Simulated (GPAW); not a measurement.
Crystal: C.

```
CELL_PARAMETERS angstrom
2.52210 0.00000 0.00000
-1.26105 2.18420 0.00000
0.00000 0.00000 8.23710
ATOMIC_POSITIONS crystal
C 0.66667 0.33333 0.84375
C 0.33333 0.66667 0.34375
C 0.66667 0.33333 0.65625
C 0.33333 0.66667 0.15625
C 0.00000 0.00000 0.90625
C 0.00000 0.00000 0.40625
C 0.00000 0.00000 0.59375
C 0.00000 0.00000 0.09375
```

This is a hexagonal form of diamond, not graphite.

Base run:

* Program: GPAW 26.7.0
* Functional: C09-vdW
* Potentials or basis: GPAW PAW data sets (gpaw-data 1.2.1)
* Cutoff: 800 eV
* Basis: pw
* k mesh: 7 × 7 × 2
* Occupations: fermi-dirac, width 0.05 eV
* Spin: no spin polarisation

Its results: band gap on the k mesh 4.39 eV, indirect (least direct gap 5.17 eV); largest force 0.341 eV/Å.

**Question.** The run is repeated on the same cell with these changes: functional from C09-vdW to MS2. What comes out?

**Answer.** Band gap on the k mesh 4.99 eV, indirect (least direct gap 6.20 eV); largest force 0.327 eV/Å.

Caveats: the PAW data sets were made with another functional, which shifts forces and pressure a little.

Not every run made on this cell is shown here.
